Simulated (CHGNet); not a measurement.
## Rutile RuO2

Level of theory: the machine-learned potential CHGNet-r²SCAN (trained on r²SCAN data).

Cell (relaxed at this level):

Space group P4₂/mnm (No. 136); a = b = 4.4572 Å, c = 3.1379 Å, α = β = γ = 90.00°

```
atom  site  symmetry       x       y       z
----  ----  --------  ------  ------  ------
Ru      2a      m.mm  0.0000  0.0000  0.0000
O       4f      m.2m  0.3090  0.3090  0.0000
```

```json
{
  "lattice_constant_a": "4.457 Å",
  "c axis length": "3.138 Å"
}
```

Measured, for comparison: lattice constant a 4.497 Å, lattice parameter c 3.105 Å (room temperature, not corrected to a static lattice; as tabulated in Hiroi (2015), arXiv:1503.02262). Computed (rounded) less measured: lattice constant a -0.9 %, lattice parameter c +1.1 %. A static lattice is as a rule a little smaller and stiffer than an uncorrected measurement, which narrows the difference in the lattice constant a and would widen misses of the other sign.

A machine-learned potential is trained on density-functional data: it inherits that level's misses and adds fitting errors of its own.

Note: the model gives imaginary modes for this phase (in the spectrum interpolated from a supercell); the model's elastic tensor is not positive definite here.
